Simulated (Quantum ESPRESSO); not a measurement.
# LiF (Griceite) (Fm-3m) in Quantum ESPRESSO: further runs

The runs below take LiF (Griceite) through Wannier functions, phonons and Raman activities, with PBE.

Everything below comes from runs of Quantum ESPRESSO 7.5. Logs are shortened: lines on timing, memory, paths and dates and some standing lists are left out, and cuts for length are marked.

**Experimental background.**

A printed reference work, monograph reports, for a bulk crystal of LiF: high-frequency dielectric constant 1.93.

The results are compared with them further down.

## 1. The structure

It takes space group Fm-3m (No. 225, cubic). Conventional cell: a = 4.028 Å, b = 4.028 Å, c = 4.028 Å, α = 90.00°, β = 90.00°, γ = 90.00°. F (site symmetry m-3m) is surrounded by 6 Li at 2.01 Å. Li (site symmetry m-3m) has 6 F at 2.01 Å as nearest neighbours.

## 2. Wannier functions, PBE

Input file pw.in:

```
&CONTROL
  calculation = 'scf'
  prefix = 'pwscf'
  outdir = './tmp'
  pseudo_dir = './pseudo'
  tprnfor = .true.
  tstress = .true.
  disk_io = 'low'
/
&SYSTEM
  ibrav = 0
  nat = 2
  ntyp = 2
  ecutwfc = 36
  ecutrho = 216
  nbnd = 10
  occupations = 'smearing'
  smearing = 'fd'
  degauss = 0.00367493
/
&ELECTRONS
  conv_thr = 4d-10
  electron_maxstep = 120
  mixing_beta = 0.5
/
ATOMIC_SPECIES
F     18.9984 F.GGA_PBE-JTH.UPF
Li     6.9400 Li.GGA_PBE-JTH.UPF
CELL_PARAMETERS angstrom
   0.0000000000    2.0140000000    2.0140000000
   2.0140000000    0.0000000000    2.0140000000
   2.0140000000    2.0140000000    0.0000000000
ATOMIC_POSITIONS crystal
F      0.5000000000    0.5000000000    0.5000000000
Li     0.0000000000    0.0000000000    0.0000000000
K_POINTS automatic
7 7 7 0 0 0
```

Input file nscf.in:

```
&CONTROL
  calculation = 'nscf'
  prefix = 'pwscf'
  outdir = './tmp'
  pseudo_dir = './pseudo'
  disk_io = 'low'
/
&SYSTEM
  ibrav = 0
  nat = 2
  ntyp = 2
  ecutwfc = 36
  ecutrho = 216
  nbnd = 14
  occupations = 'smearing'
  smearing = 'fd'
  degauss = 0.00367493
  nosym = .true.
  noinv = .true.
/
&ELECTRONS
  conv_thr = 1d-09
  electron_maxstep = 120
  mixing_beta = 0.5
  diago_full_acc = .true.
/
ATOMIC_SPECIES
F     18.9984 F.GGA_PBE-JTH.UPF
Li     6.9400 Li.GGA_PBE-JTH.UPF
CELL_PARAMETERS angstrom
   0.0000000000    2.0140000000    2.0140000000
   2.0140000000    0.0000000000    2.0140000000
   2.0140000000    2.0140000000    0.0000000000
ATOMIC_POSITIONS crystal
F      0.5000000000    0.5000000000    0.5000000000
Li     0.0000000000    0.0000000000    0.0000000000
K_POINTS crystal
343
  0.00000000   0.00000000   0.00000000 2.91545190e-03
  0.00000000   0.00000000   0.14285714 2.91545190e-03
  0.00000000   0.00000000   0.28571429 2.91545190e-03
  0.00000000   0.00000000   0.42857143 2.91545190e-03
  0.00000000   0.00000000   0.57142857 2.91545190e-03
  0.00000000   0.00000000   0.71428571 2.91545190e-03
[... 335 lines left out ...]
  0.85714286   0.85714286   0.71428571 2.91545190e-03
  0.85714286   0.85714286   0.85714286 2.91545190e-03
```

Input file pw2wan.in:

```
&INPUTPP
  prefix = 'pwscf'
  outdir = './tmp'
  seedname = 'w'
  write_mmn = .true.
  write_amn = .true.
  scdm_proj = .true.
  scdm_entanglement = 'erfc'
  scdm_mu = 14.06
  scdm_sigma = 3
/
```

Input file bands.in:

```
&CONTROL
  calculation = 'bands'
  prefix = 'pwscf'
  outdir = './tmp'
  pseudo_dir = './pseudo'
  disk_io = 'low'
/
&SYSTEM
  ibrav = 0
  nat = 2
  ntyp = 2
  ecutwfc = 36
  ecutrho = 216
  nbnd = 14
  occupations = 'smearing'
  smearing = 'fd'
  degauss = 0.00367493
/
&ELECTRONS
  conv_thr = 1d-08
  electron_maxstep = 120
  mixing_beta = 0.5
  diago_full_acc = .true.
/
ATOMIC_SPECIES
F     18.9984 F.GGA_PBE-JTH.UPF
Li     6.9400 Li.GGA_PBE-JTH.UPF
CELL_PARAMETERS angstrom
   0.0000000000    2.0140000000    2.0140000000
   2.0140000000    0.0000000000    2.0140000000
   2.0140000000    2.0140000000    0.0000000000
ATOMIC_POSITIONS crystal
F      0.5000000000    0.5000000000    0.5000000000
Li     0.0000000000    0.0000000000    0.0000000000
K_POINTS crystal
77
  0.00000000   0.00000000   0.00000000 1
  0.04166700   0.00000000   0.04166700 1
  0.08333300   0.00000000   0.08333300 1
  0.12500000   0.00000000   0.12500000 1
  0.16666700   0.00000000   0.16666700 1
  0.20833300   0.00000000   0.20833300 1
[... 69 lines left out ...]
  0.53125000   0.06250000   0.53125000 1
  0.50000000   0.00000000   0.50000000 1
```

Input file w.win:

```
num_wann = 5
num_bands = 12
auto_projections = true
dis_num_iter = 0
num_iter = 400
conv_tol = 1.0d-9
conv_window = 4
num_print_cycles = 40
fermi_energy = 5.5249
bands_plot = true
write_hr = true
mp_grid = 7 7 7
exclude_bands = 1-2
begin unit_cell_cart
ang
  0.0000000000   2.0140000000   2.0140000000
  2.0140000000   0.0000000000   2.0140000000
  2.0140000000   2.0140000000   0.0000000000
end unit_cell_cart
begin atoms_frac
F    0.5000000000   0.5000000000   0.5000000000
Li   0.0000000000   0.0000000000   0.0000000000
end atoms_frac
begin kpoint_path
G   0.0000000000   0.0000000000   0.0000000000  X   0.5000000000   0.0000000000   0.5000000000
X   0.5000000000   0.0000000000   0.5000000000  W   0.5000000000   0.2500000000   0.7500000000
W   0.5000000000   0.2500000000   0.7500000000  K   0.3750000000   0.3750000000   0.7500000000
K   0.3750000000   0.3750000000   0.7500000000  G   0.0000000000   0.0000000000   0.0000000000
G   0.0000000000   0.0000000000   0.0000000000  L   0.5000000000   0.5000000000   0.5000000000
L   0.5000000000   0.5000000000   0.5000000000  U   0.6250000000   0.2500000000   0.6250000000
U   0.6250000000   0.2500000000   0.6250000000  W   0.5000000000   0.2500000000   0.7500000000
W   0.5000000000   0.2500000000   0.7500000000  L   0.5000000000   0.5000000000   0.5000000000
L   0.5000000000   0.5000000000   0.5000000000  K   0.3750000000   0.3750000000   0.7500000000
U   0.6250000000   0.2500000000   0.6250000000  X   0.5000000000   0.0000000000   0.5000000000
end kpoint_path
bands_num_points = 12
begin kpoints
  0.00000000   0.00000000   0.00000000
  0.00000000   0.00000000   0.14285714
  0.00000000   0.00000000   0.28571429
  0.00000000   0.00000000   0.42857143
  0.00000000   0.00000000   0.57142857
  0.00000000   0.00000000   0.71428571
[... 335 lines left out ...]
  0.85714286   0.85714286   0.71428571
  0.85714286   0.85714286   0.85714286
end kpoints
```

Potentials or basis: JTH 2.0 PBE.

The run is started by

```bash
> OMP_NUM_THREADS=1 pw.x -in pw.in > pw.out
> OMP_NUM_THREADS=1 pw.x -in nscf.in > nscf.out
> wannier90.x -pp w
> OMP_NUM_THREADS=1 pw2wannier90.x -in pw2wan.in > pw2wan.out
> wannier90.x w
> OMP_NUM_THREADS=1 pw.x -in bands.in > bands.out
```

pw.out:

```text
This program is part of the open-source Quantum ESPRESSO suite
     for quantum simulation of materials; please cite
         "P. Giannozzi et al., J. Phys.:Condens. Matter 21 395502 (2009);
         "P. Giannozzi et al., J. Phys.:Condens. Matter 29 465901 (2017);
         "P. Giannozzi et al., J. Chem. Phys. 152 154105 (2020);
     in publications or presentations arising from this work. More details at

     file F.GGA_PBE-JTH.UPF: wavefunction(s)  0S 2P 0P renormalized
     file Li.GGA_PBE-JTH.UPF: wavefunction(s)  1S 2S 0S 2P 0P renormalized
     Message from routine setup:
     using ibrav=0 with symmetry is DISCOURAGED, use correct ibrav instead

     G-vector sticks info
     --------------------
     sticks:   dense  smooth     PW     G-vecs:    dense   smooth      PW
     Sum         433     295     97                 5961     3215     645

     Using Slab Decomposition

     bravais-lattice index     =            0
     lattice parameter (alat)  =       5.3824  a.u.
     unit-cell volume          =     110.2567 (a.u.)^3
     number of atoms/cell      =            2
     number of atomic types    =            2
     number of electrons       =        10.00
     number of Kohn-Sham states=           10
     kinetic-energy cutoff     =      36.0000  Ry
     charge density cutoff     =     216.0000  Ry
     scf convergence threshold =      4.0E-10
     mixing beta               =       0.5000
     number of iterations used =            8  plain     mixing
     Exchange-correlation= SLA PW PBX PBC
                           (   1   4   3   4   0   0   0)

     celldm(1)=   5.382367  celldm(2)=   0.000000  celldm(3)=   0.000000
     celldm(4)=   0.000000  celldm(5)=   0.000000  celldm(6)=   0.000000

     crystal axes: (cart. coord. in units of alat)
               a(1) = (   0.000000   0.707107   0.707107 )
               a(2) = (   0.707107   0.000000   0.707107 )
               a(3) = (   0.707107   0.707107   0.000000 )

     reciprocal axes: (cart. coord. in units 2 pi/alat)
               b(1) = ( -0.707107  0.707107  0.707107 )
               b(2) = (  0.707107 -0.707107  0.707107 )
               b(3) = (  0.707107  0.707107 -0.707107 )

     PseudoPot. # 1 for F  read from file:
     F.GGA_PBE-JTH.UPF
     Pseudo is Projector augmented-wave + core cor, Zval =  7.0
     Generated using ATOMPAW code
     Shape of augmentation charge: SINC**2
     Using radial grid of  953 points,  4 beta functions with:
                l(1) =   0
                l(2) =   0
                l(3) =   1
                l(4) =   1
     Q(r) pseudized with 0 coefficients

     PseudoPot. # 2 for Li read from file:
     Li.GGA_PBE-JTH.UPF
     Pseudo is Projector augmented-wave + core cor, Zval =  3.0
     Generated using ATOMPAW code
     Shape of augmentation charge: BESSEL
     Using radial grid of  865 points,  5 beta functions with:
                l(1) =   0
                l(2) =   0
                l(3) =   0
                l(4) =   1
                l(5) =   1
     Q(r) pseudized with 0 coefficients

     atomic species   valence    mass     pseudopotential
     F                 7.00    18.99840     F ( 1.00)
     Li                3.00     6.94000     Li( 1.00)

     48 Sym. Ops., with inversion, found

   Cartesian axes

     site n.     atom                  positions (alat units)
         1        F      tau(   1) = (   0.7071068   0.7071068   0.7071068  )
         2        Li     tau(   2) = (   0.0000000   0.0000000   0.0000000  )

     number of k points=    20  Fermi-Dirac smearing, width (Ry)=  0.0037
                       cart. coord. in units 2pi/alat
        k(    1) = (   0.0000000   0.0000000   0.0000000), wk =   0.0058309
        k(    2) = (   0.1010153   0.1010153  -0.1010153), wk =   0.0466472
        k(    3) = (   0.2020305   0.2020305  -0.2020305), wk =   0.0466472
        k(    4) = (   0.3030458   0.3030458  -0.3030458), wk =   0.0466472
        k(    5) = (   0.2020305  -0.0000000   0.0000000), wk =   0.0349854
        k(    6) = (   0.3030458   0.1010153  -0.1010153), wk =   0.1399417
[... 12 lines left out ...]
        k(   19) = (  -0.1010153  -0.5050763   0.7071068), wk =   0.1399417
        k(   20) = (  -0.0000000  -0.4040610   0.6060915), wk =   0.1399417

     Dense  grid:     5961 G-vectors     FFT dimensions: (  25,  25,  25)

     Smooth grid:     3215 G-vectors     FFT dimensions: (  24,  24,  24)

     Initial potential from superposition of free atoms

     starting charge       9.9954, renormalised to      10.0000
     Starting wfcs are   17 randomized atomic wfcs

     Self-consistent Calculation

     iteration #  1     ecut=    36.00 Ry     beta= 0.50
     Davidson diagonalization with overlap
     ethr =  1.00E-02,  avg # of iterations =  3.7

     total energy              =     -74.64215212 Ry
     estimated scf accuracy    <       0.11891009 Ry
[... 50 lines left out ...]
     iteration #  9     ecut=    36.00 Ry     beta= 0.50
     Davidson diagonalization with overlap
     ethr =  5.57E-12,  avg # of iterations =  2.0

     End of self-consistent calculation

          k = 0.0000 0.0000 0.0000 (   411 PWs)   bands (ev):

   -39.8637 -18.9845   0.9933   0.9933   0.9933  10.0566  24.9397  24.9397
    24.9397  25.4337

          k = 0.1010 0.1010-0.1010 (   396 PWs)   bands (ev):
[... 11 lines left out ...]
   -39.8073 -18.5778  -1.4142   0.7835   0.7835  11.7677  17.7717  20.0264
    20.0264  30.8954

          k = 0.2020-0.0000 0.0000 (   399 PWs)   bands (ev):

   -39.8484 -18.8791   0.4778   0.8017   0.8017  10.8846  22.1404  22.5462
    22.5462  22.6916

          k = 0.3030 0.1010-0.1010 (   402 PWs)   bands (ev):
[... 21 lines left out ...]
   -39.8361 -18.7934  -0.0822   0.5599   0.9748  11.3857  19.2527  21.4903
    22.0392  27.3388

          k = 0.4041-0.0000 0.0000 (   411 PWs)   bands (ev):

   -39.8177 -18.6020  -0.7720   0.3758   0.3758  12.9959  19.2052  20.2197
    21.4552  21.4552

          k = 0.5051 0.1010-0.1010 (   402 PWs)   bands (ev):
[... 6 lines left out ...]
   -39.7929 -18.3778  -1.3785  -0.4796   0.3660  14.4777  16.3893  19.6970
    20.5057  25.5159

          k = 0.0000-0.4041 0.4041 (   407 PWs)   bands (ev):

   -39.7988 -18.4543  -0.9097  -0.6887   0.6258  13.7005  16.3824  20.2369
    20.3337  28.6636

          k = 0.6061-0.0000 0.0000 (   404 PWs)   bands (ev):

   -39.7931 -18.3321  -1.8472   0.0469   0.0469  15.3110  17.7159  18.7519
    21.2346  21.2346

          k =-0.0000-0.6061 0.6061 (   411 PWs)   bands (ev):

   -39.7899 -18.3008  -1.8369  -0.2302   0.0907  15.8258  16.6627  18.7600
    20.9995  22.5707

          k = 0.4041 0.2020 0.0000 (   403 PWs)   bands (ev):

   -39.8110 -18.5653  -0.8766   0.0336   0.6141  13.0262  17.5094  20.2552
    20.8791  25.0386

          k =-0.2020-0.4041 0.6061 (   404 PWs)   bands (ev):
[... 11 lines left out ...]
   -39.7896 -18.3344  -1.2226  -0.8628   0.2658  15.5315  15.9993  19.0651
    20.2815  26.9234

     the Fermi energy is     4.4857 ev

!    total energy              =     -74.67689957 Ry
     total all-electron energy =       -74.676900 Ry
     estimated scf accuracy    <          2.9E-12 Ry
     smearing contrib. (-TS)   =       0.00000000 Ry
     internal energy E=F+TS    =     -74.67689957 Ry

     The total energy is F=E-TS. E is the sum of the following terms:
     one-electron contribution =     -27.17169829 Ry
     hartree contribution      =      16.47973618 Ry
     xc contribution           =     -12.54422706 Ry
     ewald contribution        =     -40.94827672 Ry
     one-center paw contrib.   =     -10.49243368 Ry

     convergence has been achieved in   9 iterations

     Forces acting on atoms (cartesian axes, Ry/au):

     atom    1 type  1   force =    -0.00000000    0.00000000    0.00000000
     atom    2 type  2   force =     0.00000000    0.00000000    0.00000000

     Total force =     0.000000     Total SCF correction =     0.000000

     Computing stress (Cartesian axis) and pressure

          total   stress  (Ry/bohr**3)                   (kbar)     P=      -25.15
  -0.00017100  -0.00000000  -0.00000000          -25.15       -0.00       -0.00
  -0.00000000  -0.00017100  -0.00000000           -0.00      -25.15       -0.00
  -0.00000000  -0.00000000  -0.00017100           -0.00       -0.00      -25.15

=------------------------------------------------------------------------------=
   JOB DONE.
=------------------------------------------------------------------------------=
```

It took 94 s on 1 thread of Intel Xeon Platinum 8259CL at 2.50GHz (Skylake/Cascade Lake), shared host; peak memory 0.09 GiB.

What came out:

| Quantity | Value |
| --- | --- |
| Free energy | -1016.0310 eV |
| Band gap on the k mesh | 9.06 eV, direct |
| Band gap along the path | 9.06 eV, direct |
| Total Wannier spread | 7.50 Å² over 5 functions |
| RMS miss of the Wannier bands | 0.013 eV |

Levels at the corners of the path, in eV from the valence-band top:
| point | band 3 | band 4 | band 5 | band 6 | band 7 | band 8 |
| --- | --- | --- | --- | --- | --- | --- |
| Γ | 0.00 | 0.00 | 0.00 | 9.06 | 23.94 | 23.94 |
| X | -3.00 | -1.00 | -1.00 | 14.81 | 16.53 | 17.44 |
| W | -2.08 | -2.08 | -0.80 | 15.06 | 15.06 | 17.43 |
| K | -2.50 | -1.56 | -0.73 | 14.50 | 14.91 | 18.42 |
| Γ | 0.00 | 0.00 | 0.00 | 9.06 | 23.94 | 23.94 |
| L | -2.52 | -0.23 | -0.23 | 10.77 | 16.74 | 18.89 |
| U | -2.50 | -1.56 | -0.73 | 14.50 | 14.91 | 18.42 |
| W | -2.08 | -2.08 | -0.80 | 15.06 | 15.06 | 17.43 |
| L | -2.52 | -0.23 | -0.23 | 10.77 | 16.74 | 18.89 |
| K | -2.50 | -1.56 | -0.73 | 14.50 | 14.91 | 18.42 |
| U | -2.50 | -1.56 | -0.73 | 14.50 | 14.91 | 18.42 |
| X | -3.00 | -1.00 | -1.00 | 14.81 | 16.53 | 17.44 |

Wannier functions:
```tsv
function	nearest atom	distance (Å)	spread (Å²)	on-site energy from the reference level (eV)
1	1 F	0.00	0.49	-4.85
2	1 F	0.00	0.49	-4.85
3	1 F	0.00	0.50	-4.88
4	1 F	1.65	3.11	8.63
5	2 Li	1.63	2.92	8.74
```

Parts of the spread (Å²): invariant 6.39, diagonal 0.284, off-diagonal 0.83, total 7.50. Against the direct bands the interpolation misses by 13 meV (root mean square) and 47 meV at most, for states up to 1 eV over the reference level.

Caveat: the cutoff is too short for stress, so the log's stress isn't used; the cutoff is low for these files, which shifts pressure and relaxed volume.

(Continued in part 2 of 2.)
